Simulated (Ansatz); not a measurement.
## AlCo3 under changes of volume

One of the cells (11.422 Å³/atom); the others are scaled copies at fixed shape and fractional positions:

```
Co Al
1.0
     3.57495    0.00000    0.00000
     0.00000    3.57495    0.00000
     0.00000    0.00000    3.57495
Co Al
3 1
Direct
  0.00000 0.50000 0.50000
  0.50000 0.00000 0.50000
  0.50000 0.50000 0.00000
  0.00000 0.00000 0.00000
```

The cell comes from a database or a generator and needn't be the stable form of this composition.

- Program: Ansatz 0.2.0
- Functional: PBEsol
- Potentials or basis: all-electron LAPW, scalar-relativistic
- Cutoff: 297 eV (chosen from the basis error)
- Basis error allowed: 0.001 eV/atom
- k mesh: 8 × 8 × 8
- Occupations: fermi-dirac, width 0.05 eV
- Spin: collinear spin, ferromagnetic start
- Starting moments: [2.0, 2.0, 2.0, 0.0] μB

```tsv
volume (Å³/atom)	energy over the lowest point (meV/atom)	pressure (GPa)	moment (μB per cell)
10.737	3.81	4.9	3.73
10.965	0.00	0.4	3.79
11.194	2.51	-3.8	3.83
11.422	10.71	-7.5	3.86
11.651	23.93	-10.8	3.89
11.879	41.63	-13.7	3.91
12.108	?	?	?
```

Question: What does the run at 12.108 Å³/atom give?

Answer: Energy over the lowest point 63.29 meV/atom; pressure -16.4 GPa; moment 3.94 μB per cell.

Worked out: A Birch-Murnaghan fit of order 3 (a polynomial in V^(-2/3)) to the other rows has its minimum at 10.98 Å³/atom with B0 = V·E''(V) = 212 GPa and B' = 4.5. It gives 63.40 meV/atom at 12.108 Å³/atom, against the run's 63.29, and -dE/dV = -16.5 GPa, against -16.4. A parabola through the other rows of the moment, of slope 0.0224 μB per Å³/atom there, extrapolates to 3.92 μB, against the run's 3.94.

Energies are extrapolated to zero smearing.
